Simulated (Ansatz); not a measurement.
An Ansatz input:

```yaml
crystal:
  lattice:
    - [4.5132459775, 0.0, 0.0]
    - [-2.2566229887, 3.90858567, 0.0]
    - [0.0, 0.0, 3.3118542955]
  atoms:
    - { symbol: Se, position: [1.0, 0.0, 0.0] }
    - { symbol: Se, position: [0.3333333333, 0.6666666667, 0.5] }
    - { symbol: Se, position: [0.6666666667, 0.3333333333, 0.5] }
hamiltonian:
  xc: rpbe
  pseudopotentials:
    kind: paw
    azcp:
      Se: "pseudopotentials/Se.paw.azcp"
basis:
  ecutwfc: 420
  fft_grid_basis: typed
kpoints:
  mp_grid: { grid: [9, 9, 10], shift: [0, 0, 0] }
magnetization:
  spin_polarized: false
scf:
  occupations: { method: fermi_dirac, width: 0.1 }
  lower_state_search: "off"
output:
  stress: true
```

and its output:

```
Engine: ansatz 0.2.0, aarch64-unknown-linux-gnu
Pseudopotentials: kind: paw
Pseudopotential: Se, paw, valence charge 16, recommended cutoff 420 eV (normal) 
Functional definition: RPBE
  parameter kappa = 0.804
  parameter beta = 0.06672455060314922
  exchange = rpbe_x(kappa = kappa, mu = beta*pi^2/3)
  correlation = pbe_c(beta = beta)
Crystal: 3 atoms, lattice volume = 58.422 Å³
Basis set: ecut = 420 eV, 1157 PW (Γ)
Bands: 28, of which v1, the nominal top of the filled ones, is band 24 counted from 1 (23 counted from 0)
Symmetry: 24 space group operations
Space group: P6/mmm (ITA 191), of the structure as read, at distance tolerance 3.9e-5 Å
k-points: 72 of 810
Non-local potential: Se, projectors of the file, l = 0: 2, l = 1: 2, l = 2: 3, l = 3: 1
PAW form: soft (Blöchl's): semilocal exchange-correlation on the pseudo side does not see the compensation charge
PAW frozen core: Se, regenerated for the run's functional, and the local potential with it (the file was generated under x = pbe(κ = 0.804, μ = 0.2195149727645171), c = pbe(β = 0.06672455060314922))
PAW one-centre angular grid: Se, 590 points (default); XC on 64 Gauss nodes
Initial density: superposition of atomic densities (neutral atoms: chi_scale 0, normalization atom), corrected by the library's trained network
Initial wavefunctions: pseudopotential atomic-orbital guess
Functional: x = rpbe, c = pbe(β = 0.06672455060314922)
SCF iter   1: F=—  HF=-16423.086514 eV  |F-HF|=—  |Δ(HF+E_count)|=         —  Δρ=3.58e-3  dr2=9.64e-3  ethr=1.77e-3  ⟨swp⟩=5.2  Hψ=7810  notcnv=0
SCF iter   2: F=—  HF=-16423.086456 eV  |F-HF|=—  |Δ(HF+E_count)|=   5.82e-5  Δρ=2.27e-3  dr2=4.38e-3  ethr=2.01e-5  ⟨swp⟩=1.1  Hψ=2605  notcnv=0
SCF iter   3: F=—  HF=-16423.087001 eV  |F-HF|=—  |Δ(HF+E_count)|=   5.45e-4  Δρ=4.79e-4  dr2=3.21e-4  ethr=9.13e-6  ⟨swp⟩=2.3  Hψ=2916  notcnv=0
SCF iter   4: F=—  HF=-16423.086890 eV  |F-HF|=—  |Δ(HF+E_count)|=   1.12e-4  Δρ=2.80e-4  dr2=4.09e-5  ethr=6.68e-7  ⟨swp⟩=2.0  Hψ=3749  notcnv=0
SCF iter   5: F=—  HF=-16423.086905 eV  |F-HF|=—  |Δ(HF+E_count)|=   1.51e-5  Δρ=7.36e-5  dr2=4.46e-6  ethr=8.52e-8  ⟨swp⟩=3.0  Hψ=3666  notcnv=0
SCF iter   6: F=—  HF=-16423.086905 eV  |F-HF|=—  |Δ(HF+E_count)|=   3.97e-7  Δρ=2.21e-5  dr2=3.38e-7  ethr=9.28e-9  ⟨swp⟩=2.0  Hψ=3757  notcnv=0
SCF iter   7: F=-16423.086905 eV  HF=-16423.086905 eV  |F-HF|=1.02e-7  |Δ(HF+E_count)|=   1.44e-7  Δρ=6.97e-6  dr2=5.59e-8  ethr=2.08e-10  ⟨swp⟩=4.7  Hψ=7727  notcnv=0
SCF 1 converged in 7 iterations: F = -16423.086905 eV  dr2 = 5.59e-8
SCF converged after 7 iterations
Free energy (F): -16423.086905 eV
Harris-Foulkes:  -16423.086905 eV  (|F-HF|=1.02e-7)
Internal energy: -16423.017407 eV  (E = F + TS)
E sigma→0 (E₀):  -16423.052156 eV
Entropy (-TS):   -0.069498 eV (-23.166 meV/atom)
Fermi energy:    12.075942 eV
--- Per-component energies (eV) ---
  E_band       = -997.038954
  E_kinetic    = 353.114296
  E_local      = -6143.172497  (includes V_loc(G=0)·N_el)
  E_nonlocal   = -1786.899287
  E_hartree    = 3108.312227
  E_xc         = -312.370127
  E_vxc        = -293.691075  (∫ρ·V_xc dr)
  E_paw        = -5753.006673  (= ΣΔE_a)
  E_vpaw       = 656.992890  (= ΣTr[D̂ρ^β])
  E_aug_tail   = -0.001741  (compensation charges beyond the density's cutoff)
  E_ewald      = -5888.169808
  E_core_change = -0.823797  (= ΣΔE_core)
  E_smearing   = -0.069498  (= −TS)
  E_closure    = 0.000000  (closes the sum)
  Σ components = -16423.086905   (vs F -16423.086905, Δ=0.00e0)
--- Stress (GPa, compression-positive) ---
       11.621082      -0.000000       0.000000
       -0.000000      11.621082       0.000000
        0.000000       0.000000       6.853744
  P = ⅓ Tr σ = 10.0320 GPa (100.320 kbar)
```
